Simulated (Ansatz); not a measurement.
A 4-atom cell of CuI (P4/nmm) from a materials database at its r2SCAN+rVV10 geometry, run in Ansatz at 4 levels of theory. Non-magnetic throughout; all numbers are computed.

The PBE+SOC input:
```yaml
crystal:
  lattice:
    - [4.0551102423, 0.0, 0.0]
    - [0.0, 4.0551102423, 0.0]
    - [0.0, 0.0, 6.3456833295]
  atoms:
    - { symbol: Cu, position: [0.5, 0.5, 0.0] }
    - { symbol: Cu, position: [0.0, 0.0, 0.0] }
    - { symbol: I, position: [0.5, 0.0, 0.2667094224] }
    - { symbol: I, position: [0.0, 0.5, 0.7332905776] }
kpoints:
  mp_grid: { grid: [6, 6, 4] }
  band_path:
    path:
      - [0.0, 0.0, 0.0]
      - [0.0, 0.5, 0.0]
      - [0.5, 0.5, 0.0]
      - [0.0, 0.0, 0.5]
      - [0.0, 0.5, 0.5]
      - [0.5, 0.5, 0.5]
    npoints: 1
hamiltonian:
  xc: pbe
scf:
  occupations: { method: fixed }
  n_extra_bands: 10
magnetization:
  noncollinear: true
  spin_orbit: true
output:
  forces: true
  stress: true
  eigenvalues: true
```

Main results, then, where recorded, the levels near the gap in eV from the Fermi energy (columns number the bands from 0), one row a point of the path (Γ, X, M, Z, R, A):
```
Crystal: 4 atoms, lattice volume = 104.348 Å³
Symmetry: 16 space group operations + 16 with time reversal
Magnetic group: BNS 129.412 (UNI 1072)
```
```
Basis set: ecut = 420 eV, 2037 PW (Γ)
Bands: 82, of which v1, the nominal top of the filled ones, is band 72 counted from 1 (71 counted from 0)
k-points: 30 of 144
Free energy (F): -28283.456994 eV
Fermi energy:    9.137648 eV
--- Forces (eV/Å), atoms counted from 1 ---
  atom   1  Cu      0.00000      0.00000      0.00000
  atom   2  Cu      0.00000      0.00000      0.00000
  atom   3  I       0.00000      0.00000      0.17490
  atom   4  I       0.00000      0.00000    -0.17490
--- Stress (GPa, compression-positive) ---
        2.145644       0.000000       0.000000
        0.000000       2.145644       0.000000
        0.000000       0.000000       2.449165
  P = ⅓ Tr σ = 2.2468 GPa (22.468 kbar)
```
```tsv
band_66	band_67	band_68	band_69	band_70	band_71	band_72	band_73	band_74	band_75	band_76	band_77
-1.176	-1.176	-0.308	-0.308	0.000	0.000	1.373	1.373	2.828	2.828	3.160	3.160
-1.401	-1.401	-0.741	-0.741	-0.741	-0.741	3.504	3.504	3.504	3.504	4.620	4.620
-1.892	-1.892	-1.339	-1.339	-1.339	-1.339	2.269	2.269	2.269	2.269	2.479	2.479
-1.411	-1.411	-0.725	-0.725	-0.441	-0.441	3.084	3.084	3.201	3.201	3.344	3.344
-1.000	-1.000	-0.674	-0.674	-0.674	-0.674	1.982	1.982	1.982	1.982	4.968	4.968
-1.919	-1.919	-1.234	-1.234	-1.234	-1.234	3.776	3.776	3.776	3.776	4.057	4.057
```

With PBE+SOC the gap is 1.37 eV and direct, at Γ.

r2SCAN. Against the first input these blocks differ (the band path and keys that only write files left aside):
```yaml
hamiltonian:
  xc: r2scan
scf:
  occupations: { method: fixed }
  n_extra_bands: 5
```
(magnetization left out)

```
Basis set: ecut = 500 eV, 2679 PW (Γ)
Bands: 41, of which v1, the nominal top of the filled ones, is band 36 counted from 1 (35 counted from 0)
k-points: 30 of 144
Free energy (F): -28319.250297 eV
Fermi energy:    8.711994 eV
--- Forces (eV/Å), atoms counted from 1 ---
  atom   1  Cu      0.00000      0.00000      0.00000
  atom   2  Cu      0.00000      0.00000      0.00000
  atom   3  I       0.00000      0.00000    -0.01219
  atom   4  I       0.00000      0.00000      0.01219
--- Stress (GPa, compression-positive) ---
        1.087130       0.000000       0.000000
        0.000000       1.087130       0.000000
        0.000000       0.000000       1.027781
  P = ⅓ Tr σ = 1.0673 GPa (10.673 kbar)
```
```tsv
band_33	band_34	band_35	band_36	band_37	band_38
-0.879	0.000	0.000	2.076	3.425	3.670
-1.181	-0.532	-0.532	4.168	4.168	5.233
-1.736	-1.128	-1.128	2.838	2.838	2.949
-1.202	-0.387	-0.387	3.701	3.860	3.976
-0.757	-0.499	-0.499	2.608	2.608	5.585
-1.736	-1.026	-1.026	4.404	4.404	4.556
```

r2SCAN gives a direct gap of 2.08 eV at Γ. The mean pressure is +1.07 GPa (compression positive), so r2SCAN would enlarge the cell's volume.

Task: Another run on the same cell gave
```
Basis set: ecut = 420 eV, 2037 PW (Γ)
Bands: 41, of which v1, the nominal top of the filled ones, is band 36 counted from 1 (35 counted from 0)
k-points: 18 of 64
hybrid outer 1: dexx = +3.294e-2 eV, tail = 2.32e-4 eV
hybrid outer 2: dexx = +1.763e-6 eV, tail = 1.35e-7 eV, Δε = 9.85e-3 eV, ΔF = 5.78e-3 eV/Å
hybrid outer 3: dexx = +2.482e-9 eV, tail = 2.87e-9 eV, Δε = 2.27e-4 eV, ΔF = 1.02e-4 eV/Å
Free energy (F): -28284.734555 eV
Fermi energy:    8.024557 eV
--- Forces (eV/Å), atoms counted from 1 ---
  atom   1  Cu      0.00000      0.00000      0.00000
  atom   2  Cu      0.00000      0.00000      0.00000
  atom   3  I       0.00000      0.00000      0.05474
  atom   4  I       0.00000      0.00000    -0.05474
--- Stress (GPa, compression-positive) ---
        2.692260       0.000000       0.000000
        0.000000       2.692260       0.000000
        0.000000       0.000000       1.819835
  P = ⅓ Tr σ = 2.4015 GPa (24.015 kbar)
```
```tsv
band_33	band_34	band_35	band_36	band_37	band_38
-0.812	0.000	0.000	2.917	4.447	4.449
-1.616	-0.634	-0.634	5.228	5.228	6.104
-2.372	-1.728	-1.728	3.733	3.733	3.806
-1.710	-0.468	-0.468	4.760	4.803	4.822
-0.968	-0.599	-0.599	3.530	3.530	6.498
-2.526	-1.587	-1.587	5.281	5.281	5.693
```
Which level of theory and mesh gave it?

Result: It is HSE06, judged by the exchange loop and the size of the gap (a near hybrid could fit too), on 4×4×4; the blocks that differ from the first input, but for the band path:
```yaml
kpoints:
  mp_grid: { grid: [4, 4, 4] }
hamiltonian:
  xc: hse06
scf:
  occupations: { method: fixed }
  n_extra_bands: 5
```
(magnetization left out)
With HSE06 the gap is 2.92 eV and direct, at Γ. With the atoms held, the mean pressure is +2.4 GPa (compression positive). (The program warns that its thresholds are loose for a hybrid's stress.)

Task: Another run on the same cell gave
```
Basis set: ecut = 500 eV, 2679 PW (Γ)
Bands: 41, of which v1, the nominal top of the filled ones, is band 36 counted from 1 (35 counted from 0)
k-points: 18 of 64
hybrid outer 1: dexx = +3.464e-2 eV, tail = 1.96e-4 eV
hybrid outer 2: dexx = +2.254e-6 eV, tail = 1.60e-7 eV, Δε = 6.20e-3 eV, ΔF = 4.41e-3 eV/Å
hybrid outer 3: dexx = +3.008e-9 eV, tail = 1.99e-9 eV, Δε = 2.93e-4 eV, ΔF = 1.89e-4 eV/Å
Free energy (F): -28315.822234 eV
Fermi energy:    7.495486 eV
--- Forces (eV/Å), atoms counted from 1 ---
  atom   1  Cu      0.00000      0.00000      0.00000
  atom   2  Cu      0.00000      0.00000      0.00000
  atom   3  I       0.00000      0.00000    -0.00468
  atom   4  I       0.00000      0.00000      0.00468
--- Stress (GPa, compression-positive) ---
        2.189483       0.000000       0.000000
        0.000000       2.189483       0.000000
        0.000000       0.000000       1.132972
  P = ⅓ Tr σ = 1.8373 GPa (18.373 kbar)
```
```tsv
band_33	band_34	band_35	band_36	band_37	band_38
-0.801	0.000	0.000	3.933	5.354	5.453
-1.658	-0.655	-0.655	6.294	6.294	7.113
-2.432	-1.790	-1.790	4.615	4.615	4.778
-1.740	-0.483	-0.483	5.745	5.832	5.837
-0.984	-0.620	-0.620	4.538	4.538	7.524
-2.591	-1.645	-1.645	6.208	6.208	6.739
```
Which level of theory and mesh gave it?

Result: It is r2SCAN0, judged by the exchange loop and the size of the gap (a near hybrid could fit too), on 4×4×4; the blocks that differ from the first input, but for the band path:
```yaml
kpoints:
  mp_grid: { grid: [4, 4, 4] }
hamiltonian:
  xc: r2scan0
scf:
  occupations: { method: fixed }
  n_extra_bands: 5
```
(magnetization left out)
With r2SCAN0 the gap is 3.93 eV and direct, at Γ. The mean pressure at these positions is +1.8 GPa, compression counted positive. The stress of a hybrid is loosely converged here.

Small level splittings and stresses of the hybrids carry the error of their coarser meshes.

Totals of different functionals, or with and without spin-orbit coupling, can't be compared.

Only the levels marked +SOC include spin-orbit coupling.

The meshes of the hybrids are coarse, so their gaps aren't converged to the digits shown.
